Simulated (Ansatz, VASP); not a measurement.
# NaF (Villiaumite) in VASP and in Ansatz

```xyz
2
Lattice="0.0000 2.3200 2.3200 2.3200 0.0000 2.3200 2.3200 2.3200 0.0000" Properties=species:S:1:pos:R:3 pbc="T T T"
Na    0.0000    0.0000    0.0000
F     2.3200    2.3200    2.3200
```

Alike in both runs: task relaxation of cell and atoms; functional r2SCAN; k mesh 8 × 8 × 8; occupations gaussian, width 0.02 eV; no spin polarisation.

```csv
,VASP,Ansatz
version,VASP 6.6.1,Ansatz 0.2.0
potentials or method,"VASP PAW PBE potentials, release 64 (Na_pv, F)","scalar-relativistic, plane waves, PAW"
plane-wave cutoff (eV),600,500
valence electrons in the cell,14,16
```

|  | VASP | Ansatz | Ansatz less VASP |
| --- | --- | --- | --- |
| gap on the k mesh at the Fermi level, each at its own relaxed structure (eV) | 7.41 | 7.28 | -0.123 |
| relaxed volume (Å³/atom) | 11.95 | 12.12 | +0.171 |
| relaxed cell length with the largest relative difference (Å) | 3.233 | 3.249 | +0.0154 |
| energy change over the relaxation (meV/atom) | -4 | -2 | +2.6 |

The two sets of potentials don't hold the same shells in valence.

Caveats: the PAW data sets were made with another functional, which shifts forces and pressure a little (VASP). r2SCAN opens gaps a little over a GGA but as a rule still falls short of measured ones.
